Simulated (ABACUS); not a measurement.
Runs of ABACUS 3.10.1 on HfN. Symmetry: Fm-3m, No. 225, cubic system. The conventional cell has a = 4.512 Å, b = 4.512 Å, c = 4.512 Å, α = 90.00°, β = 90.00°, γ = 90.00°. Hf (site symmetry m-3m) has 6 N at 2.26 Å as nearest neighbours. Around N (site symmetry m-3m) lie 6 Hf at 2.26 Å. 

| task | level | potentials or basis | cell | k mesh | cutoff (eV) | radial cutoff of the potentials (pseudo_rcut) | SCF threshold on the density | eigensolver | max steps of the relaxation | force threshold | gap on the mesh (eV) | pressure (GPa) |
| --- | --- | --- | --- | --- | --- | --- | --- | --- | --- | --- | --- | --- |
| single point | PBEsol | PseudoDojo NC SR 0.4.1 PBEsol standard, plane waves | as given | 10 × 10 × 10 | 1143 | 7 bohr | 1e-08 | dav | - | - | none | -2.8 |
| relaxation of cell and atoms | LDA | PseudoDojo NC SR 0.4.1 LDA standard, plane waves | relaxed | 8 × 8 × 8 | 1143 | 7 bohr | 1e-08 | dav | 60 | 0.005 eV/Å | none | 0.0 |
| single point | PBE | PseudoDojo NC SR 0.4.1 PBE standard, DZP LCAO (the cutoffs set its grid) | as given | 10 × 10 × 10 | 1361 | 10 bohr | 1e-07 | genelpa | - | - | none | 6.9 |
| single point | PBE | PseudoDojo NC SR 0.4.1 PBE standard, plane waves | as given | 10 × 10 × 10 | 1143 | 10 bohr | 1e-08 | dav | - | - | none | (a) |

Alike in all rows: no spin polarisation; smearing fermi-dirac 0.05 eV.

Task: Estimate the missing entries.

Result: (a) 5.9.

Caveats: the atomic orbitals were generated for these runs and aren't a published set (some runs); the basis of atomic orbitals isn't converged, which shifts pressures, moduli and gaps (some runs).

A k mesh can miss the band edges, and the runs leave out spin-orbit coupling on Hf.

A gap of «none» marks a metal or a gap under the smearing width.

Not every run made on this cell is shown here.
